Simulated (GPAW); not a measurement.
HfC:

```
CELL_PARAMETERS angstrom
0.00000 2.32500 2.32500
2.32500 0.00000 2.32500
2.32500 2.32500 0.00000
ATOMIC_POSITIONS crystal
Hf 0.50000 0.50000 0.50000
C 0.00000 0.00000 0.00000
```

* Program: GPAW 26.7.0
* Task: relaxation of cell and atoms
* Functional: PBEsol
* Dispersion: D4
* Potentials or basis: PAW data sets generated in the run's folder for this functional
* Cutoff: 800 eV
* Basis: pw
* k mesh: 10 × 10 × 10
* Occupations: fermi-dirac, width 0.05 eV
* Spin: no spin polarisation

At the start: pressure -7.3 GPa; volume 12.57 Å³/atom.

Q: Where does the relaxation end?

A: Over 3 steps the energy falls by 8.1 meV/atom and the volume is 12.19 Å³/atom (-3.0 %); space group Fm-3m (No. 225, to 0.05 Å).

The path:
```tsv
step	energy change (eV)	largest force (eV/Å)	pressure (GPa)	volume (Å³)
1	0.0000	0.0000	-7.25	25.14
2	-0.0107	0.0000	-4.40	24.83
3	-0.0163	0.0000	0.14	24.38
```

Final structure:
```cif
data_structure
_symmetry_space_group_name_H-M 'P 1'
_symmetry_Int_Tables_number 1
_cell_length_a 3.2549
_cell_length_b 3.2549
_cell_length_c 3.2549
_cell_angle_alpha 60.000
_cell_angle_beta 60.000
_cell_angle_gamma 60.000
_cell_volume 24.38
loop_
_atom_site_label
_atom_site_type_symbol
_atom_site_fract_x
_atom_site_fract_y
_atom_site_fract_z
_atom_site_occupancy
Hf1 Hf 0.50000 0.50000 0.50000 1
C1 C 0.00000 0.00000 0.00000 1
```

Caveat: later steps reuse the first step's grids; pairwise dispersion overbinds metals, which lowers pressure and volume.
